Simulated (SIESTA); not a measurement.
## PtSe2 (Sudovikovite) under changes of volume

One of the cells (20.265 Å³/atom); the others are scaled copies at fixed shape and fractional positions:

```
Pt Se
1.0
     3.72400    0.00000    0.00000
    -1.86200    3.22508    0.00000
     0.00000    0.00000    5.06200
Pt Se
1 2
Direct
  0.00000 0.00000 0.00000
  0.66667 0.33333 0.75000
  0.33333 0.66667 0.25000
```

| Quantity | Value |
| --- | --- |
| Program | SIESTA 5.4.2 |
| Functional | LDA |
| Potentials or basis | PseudoDojo 0.4 standard (LDA files) |
| Basis | DZP (energy shift 0.003 Ry; two zetas on semicore shells) |
| Grid cutoff | 800 Ry |
| Energy shift | 0.003 Ry |
| k mesh | 8 × 8 × 5 |
| Occupations | fermi-dirac, width 0.05 eV |
| Spin | no spin polarisation |

```tsv
volume (Å³/atom)	energy over the lowest point (meV/atom)	pressure (GPa)	largest force (eV/Å)
19.049	?	?	?
19.455	44.03	10.9	1.450
19.860	21.17	7.3	1.111
20.265	6.80	4.1	0.801
20.671	0.03	1.3	0.517
21.076	0.00	-1.2	0.256
21.481	5.98	-3.5	0.017
```

Question: What does the run at 19.049 Å³/atom give?

Answer: Energy over the lowest point 76.39 meV/atom; pressure 14.8 GPa; largest force 1.817 eV/Å.

Worked out: A Birch-Murnaghan fit of order 3 (a polynomial in V^(-2/3)) to the other rows has its minimum at 20.87 Å³/atom with B0 = V·E''(V) = 130 GPa and B' = 5.0 at fixed shape and positions, which overstates the stiffness. It gives 76.57 meV/atom at 19.049 Å³/atom, against the run's 76.39, and -dE/dV = 14.9 GPa, against 14.8.

Energies are extrapolated to zero smearing.

Caveats: short orbitals over semicore shells can move pressures by several GPa; the basis of atomic orbitals isn't converged, which shifts pressures, moduli and gaps; forces of over 1 eV/Å show positions far from the minimum, so gaps and moduli don't describe the material at rest (some runs).
